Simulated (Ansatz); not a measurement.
# Contact densities of BeSe against volume

```
CELL_PARAMETERS angstrom
0.00000 2.53500 2.53500
2.53500 0.00000 2.53500
2.53500 2.53500 0.00000
ATOMIC_POSITIONS crystal
Be 0.00000 0.00000 0.00000
Se 0.75000 0.75000 0.75000
```

Atom numbers follow the list: Be1, Se2.

The conventional cell has a = 5.070 Å, b = 5.070 Å, c = 5.070 Å, α = 90.00°, β = 90.00°, γ = 90.00°. Be (atom 1) is surrounded by 4 Se at 2.20 Å. Se (atom 2) has 4 Be at 2.20 Å as nearest neighbours.

The cell comes from COD entry 9008837, which wasn't checked; take it as a given geometry. It differs from other determinations.

The calculation used DFT, PBE, all-electron PAW with datasets made for the crystal, scalar-relativistic in Ansatz 0.2.0.

Settings: a Γ-centred 10×10×10 k mesh, Fermi–Dirac smearing of 0.03 eV, cutoff 220 eV (chosen by the program for this cell), no spin polarisation.

The contact density is the mean electron density over the nuclear volume; its changes follow the s electrons' response to bonding and compression. Changes below are taken from the unscaled cell, where it is 238.618 e/Å³ at Be1, 262936 e/Å³ at Se2.

Volumes at which the program chose other datasets or cutoffs are left out.

The datasets are made afresh for each cell, so very small changes are uncertain.

(1) Does compression raise or lower the contact density at Se2?

(2) Tabulate the changes with volume.

## Answers

(1) It lowers it, by 1.73 e/Å³ over the whole range.

(2) 
```tsv
V/V(cell)	P (GPa)	Δρ(0) Be1 (e/Å³)	Δρ(0) Se2 (e/Å³)
0.9400	11.9	0.08	-1.29
0.9405	11.9	0.08	-1.28
0.9600	9.5	0.05	-0.87
0.9800	7.3	0.03	-0.44
0.9900	6.3	0.01	-0.22
1.0000	5.3	0.00	0.00
1.0100	4.4	-0.01	0.22
1.0200	3.5	-0.02	0.44
```
